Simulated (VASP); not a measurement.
# InP (F-43m) in VASP: further runs

The runs below take InP through single point, with PBE.

Everything below comes from runs of VASP 6.6.1. Logs are shortened: lines on timing, memory, paths and dates and some standing lists are left out, and cuts for length are marked.

**Experimental background.**

From a printed reference work, data compilation, for a bulk crystal of InP at 1.6 K: band gap 1.4236 eV (direct).

The results are compared with them further down.

## Step 1: The cell of the first run

The structure is cubic, space group F-43m (No. 216). The conventional cell has a = 5.959 Å, b = 5.959 Å, c = 5.959 Å, α = 90.00°, β = 90.00°, γ = 90.00°. Within 3.4 Å of In (site symmetry -43m) lie 4 P at 2.58 Å. Within 3.4 Å of P (site symmetry -43m) lie 4 In at 2.58 Å.

## Step 2: Single point, PBE (26.45 Å³/atom)

INCAR

```
ALGO = Normal ; EDIFF = 1E-7
ENCUT = 520 ; GGA = PE
ISIF = 2 ; ISMEAR = 0
LASPH = True ; LCHARG = False
LREAL = False ; LWAVE = False
NBANDS = 16 ; NELM = 80
PREC = Accurate ; SIGMA = 0.05
```

KPOINTS

```
k-points
0
Gamma
  10 10 10
```

POSCAR

```
InP
1.0
    0.0000000000      2.9796726540      2.9796726540
    2.9796726540      0.0000000000      2.9796726540
    2.9796726540      2.9796726540      0.0000000000
In P
1 1
Direct
    0.0000000000      0.0000000000      0.0000000000
    0.7500000000      0.7500000000      0.7500000000
```

Potentials or basis: VASP PAW PBE potentials, release 64 (In_d, P).

Started as:

```
> cat potpaw_PBE.64/In_d/POTCAR potpaw_PBE.64/P/POTCAR > POTCAR
> mpirun -np 1 vasp_std > vasp.out
```

OUTCAR:

```text
EDIFF = 1E-7
   ENCUT = 520
   GGA = PE
   ISIF = 2
   ISMEAR = 0
   LASPH = True
   LREAL = False
   NELM = 80
   PREC = Accurate

 ion  position               nearest neighbor table
   1  0.000  0.000  0.000-   2 2.58   2 2.58   2 2.58   2 2.58
   2  0.750  0.750  0.750-   1 2.58   1 2.58   1 2.58   1 2.58

  LATTYP: Found a face centered cubic cell.
 ALAT       =     5.9593453080

  Lattice vectors:

 A1 = (   0.0000000000,   2.9796726540,   2.9796726540)
 A2 = (   2.9796726540,   0.0000000000,   2.9796726540)
 A3 = (   2.9796726540,   2.9796726540,   0.0000000000)

Analysis of symmetry for initial positions (statically):
=====================================================================
 Subroutine PRICEL returns:
 Original cell was already a primitive cell.

 Routine SETGRP: Setting up the symmetry group for a
 face centered cubic supercell.

 Subroutine GETGRP returns: Found 24 space group operations
 (whereof 24 operations were pure point group operations)
 out of a pool of 48 trial point group operations.

The static configuration has the point symmetry T_d .

Analysis of symmetry for dynamics (positions and initial velocities):
=====================================================================
 Subroutine PRICEL returns:
 Original cell was already a primitive cell.

 Routine SETGRP: Setting up the symmetry group for a
 face centered cubic supercell.

 Subroutine GETGRP returns: Found 24 space group operations
 (whereof 24 operations were pure point group operations)
 out of a pool of 48 trial point group operations.

The dynamic configuration has the point symmetry T_d .

 Subroutine INISYM returns: Found 24 space group operations
 (whereof 24 operations are pure point group operations),
 and found     1 'primitive' translations

----------------------------------------------------------------------------------------

                                     Primitive cell

  volume of cell :      52.9097

  direct lattice vectors                    reciprocal lattice vectors
     0.000000000  2.979672654  2.979672654    -0.167803668  0.167803668  0.167803668
     2.979672654  0.000000000  2.979672654     0.167803668 -0.167803668  0.167803668
     2.979672654  2.979672654  0.000000000     0.167803668  0.167803668 -0.167803668

  length of vectors
     4.213893479  4.213893479  4.213893479     0.290644478  0.290644478  0.290644478

[... 79 lines left out ...]
   NELM   =     80;   NELMIN=  2; NELMDL= -5     # of ELM steps
   EDIFF  = 0.1E-06   stopping-criterion for ELM
   LREAL  =      F    real-space projection
   EDIFFG = 0.1E-05   stopping-criterion for IOM
   NSW    =      0    number of steps for IOM
   IBRION =     -1    ionic relax: 0-MD 1-quasi-New 2-CG
   NFREE  =      0    steps in history (QN), initial steepest desc. (CG)
   ISIF   =      2    stress and relaxation
   ISYM   =      2    0-nonsym 1-usesym 2-fastsym
   POTIM  = 0.5000    time-step for ionic-motion
   TEBEG  =    0.0;   TEEND  =   0.0 temperature during run
   PSTRESS=    0.0 pullay stress
   NELECT =      18.0000    total number of electrons
   NUPDOWN=      -1.0000    fix difference up-down
   EMIN   =  10.00;   EMAX   =-10.00  energy-range for DOS
   EFERMI =   0.00;   METHOD = LEGACY
   ISMEAR =     0;   SIGMA  =   0.05  broadening in eV -4-tet -1-fermi 0-gaus
   EFERMI_NEDOS =   21; number of points for ismear=-14 and -15
   IALGO  =     38    algorithm
   IMIX   =      4    mixing-type and parameters
     AMIX     =   0.40;   BMIX     =  1.00
     AMIX_MAG =   1.60;   BMIX_MAG =  1.00
  volume/ion in A,a.u.               =      26.45       178.53
  Fermi-wavevector in a.u.,A,eV,Ry     =   1.142844  2.159663 17.770479  1.306093
  Thomas-Fermi vector in A             =   2.279541
   LORBIT       =      0    0 simple, 1 ext, 2 COOP (PROOUT), +10 PAW based schemes
   GGA     = PE    functional components
   LHFCALC =     F    Hartree Fock is set to
   AEXX    =    0.0000 exact exchange contribution
   IVDW    =     0    specifies the selected vdW correction
   LEPSILON=     F    determine dielectric tensor
   LRPA    =     F    only Hartree local field effects (RPA)
 non-spin polarized calculation
 Gauss-broadening in eV      SIGMA  =   0.05
  energy-cutoff  :      520.00
  volume of cell :       52.91
 maximum number of plane-waves:      1458
   NGX = 15   NGY = 15   NGZ = 15

 number of electron      18.0000005 magnetization

 Free energy of the ion-electron system (eV)
  ---------------------------------------------------
  ext. energy  EPLUGINS =         0.00000000
  ---------------------------------------------------
  free energy    TOTEN  =        -8.40801731 eV

  energy without entropy =       -8.40801731  energy(sigma->0) =       -8.40801731

 E-fermi :   4.9018     XC(G=0):  -9.0634

 val. band max:        4.6573088628   @ k =   0.0000   0.0000   0.0000
 cond. band min:       5.0969735798   @ k =   0.0000   0.0000   0.0000
 fundamental gap:      0.4396647170
 Fermi energy:         4.9018437662

 k-point     1 :       0.0000    0.0000    0.0000
  band No.  band energies     occupation
      1      -9.4375      2.00000
      2      -9.4375      2.00000
      3      -9.4375      2.00000
      4      -9.3089      2.00000
      5      -9.3089      2.00000
      6      -6.5298      2.00000
[... 433 lines left out ...]
      3      -9.3705      2.00000
      4      -9.3372      2.00000
      5      -9.2866      2.00000
      6      -4.9962      2.00000
[... 8 lines left out ...]
     15      15.1872      0.00000
     16      17.0948      0.00000

 [... further k-points ...]

------------------------ aborting loop because EDIFF is reached ----------------------------------------

  FORCE on cell =-STRESS in cart. coord.  units (eV):
  Direction    XX          YY          ZZ          XY          YZ          ZX
  --------------------------------------------------------------------------------------
  -------------------------------------------------------------------------------------
  Total       -0.0137931     -0.0137931     -0.0137931     -0.0000000      0.0000000     -0.0000000
  in kB       -0.4176742     -0.4176742     -0.4176742     -0.0000000      0.0000000     -0.0000000
  external PRESSURE =      -0.4176742 kB  Pullay stress =       0.0000000 kB

 VOLUME and BASIS-vectors are now :
 -----------------------------------------------------------------------------
  energy-cutoff  :      520.00
  volume of cell :       52.91
      direct lattice vectors                 reciprocal lattice vectors
     0.000000000  2.979672654  2.979672654    -0.167803668  0.167803668  0.167803668
     2.979672654  0.000000000  2.979672654     0.167803668 -0.167803668  0.167803668
     2.979672654  2.979672654  0.000000000     0.167803668  0.167803668 -0.167803668

 POSITION                                       TOTAL-FORCE (eV/Angst)
 -----------------------------------------------------------------------------------
      0.00000      0.00000      0.00000         0.000000     -0.000000     -0.000000
      4.46951      4.46951      4.46951        -0.000000      0.000000      0.000000
 -----------------------------------------------------------------------------------
    total drift:                                0.000000      0.000000      0.000000

  FREE ENERGIE OF THE ION-ELECTRON SYSTEM (eV)
  ---------------------------------------------------
  free  energy   TOTEN  =        -8.4080173096 eV

  energy  without entropy=       -8.4080173096  energy(sigma->0) =       -8.40801731
```

Run time: 72 s. Hardware: 1 thread of AMD EPYC 7R13, shared host; peak memory 0.17 GiB.

What came out:

* Free energy: -8.4080 eV
* Pressure: 0.0 GPa
* Band gap on the k mesh: 0.44 eV

Caveat: spin-orbit coupling is left out, which moves the levels of the heavy elements.

## Step 3: Single point, PBE (26.98 Å³/atom)

This run uses another cell than the first one, of 26.98 Å³/atom.

INCAR

```
ALGO     = Normal         # electronic algorithm
EDIFF    = 1E-6           # SCF threshold, eV
ENCUT    = 520            # plane-wave cutoff, eV
GGA      = PE             # functional
ISIF     = 2              # what is computed and relaxed
ISMEAR   = 0              # smearing method
LASPH    = T              # aspherical terms in the spheres
LCHARG   = T              # write CHGCAR
LELF     = T              # ELF
LREAL    = F              # projectors in reciprocal space
LVHAR    = T            
LWAVE    = F              # write WAVECAR
NBANDS   = 16             # bands
NELM     = 100            # most SCF steps
PREC     = Accurate       # precision mode
SIGMA    = 0.05           # smearing width, eV
```

KPOINTS is that of step 2.

POSCAR

```
InP
1.0
    0.0000000000      2.9994061606      2.9994061606
    2.9994061606      0.0000000000      2.9994061606
    2.9994061606      2.9994061606      0.0000000000
In P
1 1
Direct
    0.0000000000      0.0000000000      0.0000000000
    0.7500000000      0.7500000000      0.7500000000
```

Potentials or basis: VASP PAW PBE potentials, release 64 (In_d, P).

Started as:

```
> cat potpaw_PBE.64/In_d/POTCAR potpaw_PBE.64/P/POTCAR > POTCAR
> mpirun -np 1 vasp_std > vasp.out
```

Wall time 56 s (1 thread of AMD EPYC 7R13, shared host); peak memory 0.17 GiB.

Results (log left out):

| Item | Value |
| --- | --- |
| Free energy | -8.4042 eV |
| Pressure | -1.2 GPa |
| Band gap on the k mesh | 0.33 eV |

Levels at points of the mesh, in eV from the valence-band top:
| k point | band 7 | band 8 | band 9 | band 10 | band 11 | band 12 |
| --- | --- | --- | --- | --- | --- | --- |
| (0.00, 0.00, 0.00) | 0.00 | 0.00 | 0.00 | 0.33 | 4.09 | 4.09 |
| (0.50, 0.00, 0.00) | -5.38 | -0.87 | -0.87 | 1.33 | 4.80 | 4.80 |
| (0.50, 0.50, 0.00) | -5.46 | -2.09 | -2.09 | 1.88 | 2.26 | 8.79 |

Caveat: spin-orbit coupling is left out, which moves the levels of the heavy elements.

## Step 4: Single point, PBE (27.51 Å³/atom)

This run uses another cell than the first one, of 27.51 Å³/atom.

INCAR

```
SYSTEM = InP
  ALGO = Normal
  EDIFF = 1E-6
  ENCUT = 520
  GGA = PE
  ISIF = 2
  ISMEAR = 0
  LASPH = .True.
  LCHARG = .False.
  LREAL = .False.
  LWAVE = .False.
  NBANDS = 16
  NELM = 60
  PREC = Accurate
  SIGMA = 0.05
```

KPOINTS

```
k-points
0
Gamma
  10 10 10
  0 0 0
```

POSCAR

```
InP
1.0
    0.0000000000      3.0188833697      3.0188833697
    3.0188833697      0.0000000000      3.0188833697
    3.0188833697      3.0188833697      0.0000000000
In P
1 1
Direct
    0.0000000000      0.0000000000      0.0000000000
    0.7500000000      0.7500000000      0.7500000000
```

Started as:

```
> cat potpaw_PBE.64/In_d/POTCAR potpaw_PBE.64/P/POTCAR > POTCAR
> mpirun -np 1 vasp_std > vasp.out
```

Wall time 51 s (1 thread of AMD EPYC 7R13, shared host); peak memory 0.17 GiB.

The run converged. Its results:

- Free energy: -8.3934 eV
- Pressure: -2.2 GPa
- Band gap on the k mesh: 0.23 eV

Levels at points of the mesh, in eV from the valence-band top:
| k point | band 6 | band 7 | band 8 | band 9 | band 10 | band 11 | band 12 | band 13 |
| --- | --- | --- | --- | --- | --- | --- | --- | --- |
| (0.00, 0.00, 0.00) | -10.94 | 0.00 | 0.00 | 0.00 | 0.23 | 4.08 | 4.08 | 4.08 |
| (0.50, 0.00, 0.00) | -9.50 | -5.29 | -0.85 | -0.85 | 1.28 | 4.79 | 4.79 | 6.89 |
| (0.50, 0.50, 0.00) | -8.94 | -5.38 | -2.04 | -2.04 | 1.91 | 2.25 | 8.68 | 9.00 |

Caveat: spin-orbit coupling is left out, which moves the levels of the heavy elements.

## Step 5: The runs side by side

| cell | gap on the mesh (eV) | pressure (GPa) |
| --- | --- | --- |
| a = 4.214 Å, angles 60.0°, 2 atoms | 0.44 | 0.0 |
| a = 4.242 Å, angles 60.0°, 2 atoms | 0.33 | -1.2 |
| a = 4.269 Å, angles 60.0°, 2 atoms | 0.23 | -2.2 |

Alike in all rows: task single point; level PBE; potentials or basis VASP PAW PBE potentials, release 64 (In_d, P); no spin polarisation; k mesh 10 × 10 × 10; cutoff (eV) 520; smearing gaussian 0.05 eV.

Caveats: spin-orbit coupling is left out, which moves the levels of the heavy elements.

Total energies depend on the potentials used, so only differences within one code and one set of settings carry meaning.

## Step 6: Against experiment

Step 2. A measured gap of InP is 1.4236 eV (direct; 1.6 K; a printed reference work, data compilation); the calculated 0.44 eV misses it by -0.98 eV. Spin-orbit coupling on In is left out. The value is that of PBE, without temperature or zero-point motion. Semilocal functionals fall short of measured gaps as a rule.
